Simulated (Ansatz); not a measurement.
Runs of Ansatz 0.2.0 on HgTe. The structure is tetragonal, space group I-4m2 (No. 119). The conventional cell has a = 6.091 Å, b = 6.091 Å, c = 3.119 Å, α = 90.00°, β = 90.00°, γ = 90.00°. Hg (site symmetry -4m2) is surrounded by 2 Hg at 3.12 Å and 4 Te at 3.14 Å. Te (site symmetry -4m2) is surrounded by 2 Te at 3.12 Å and 4 Hg at 3.14 Å. Measurements of this composition are mostly on another form, of space group No. 216.

```csv
task,level,spin,cell,cutoff (eV),points for each segment of the path,gap on the mesh (eV),pressure (GPa),relaxed volume (Å³/atom)
band structure,PBEsol,"SOC, no magnetisation",as given,420,14,none,-3.6,-
relaxation of cell and atoms,PBEsol,off,relaxed,420,-,none,0.0,26.60
relaxation of cell and atoms,r2SCAN,off,relaxed,500,-,none,0.0,(a)
relaxation of cell and atoms,LDA,off,relaxed,420,-,none,0.0,(b)
relaxation of cell and atoms,RPBE,off,relaxed,420,-,none,0.0,30.01
```

Alike in all rows: potentials or basis Ansatz PAW; k mesh 10 × 10 × 10; smearing fermi-dirac 0.05 eV.

**Question.** Estimate the missing entries.

**Answer.** (a) 27.99; (b) 25.79.

Caveats: the PAW data sets come from PBE, with cores solved anew for the run's functional, which leaves a small shift of forces and pressure; the plane-wave basis is chosen anew once the cell has moved, so the energies of steps on either side of that aren't comparable (some runs).

A k mesh can miss the band edges, and rows without SOC leave out spin-orbit coupling on Hg, Te.

A gap of «none» marks a metal or a gap under the smearing width.

Runs at the PBE level aren't shown here.
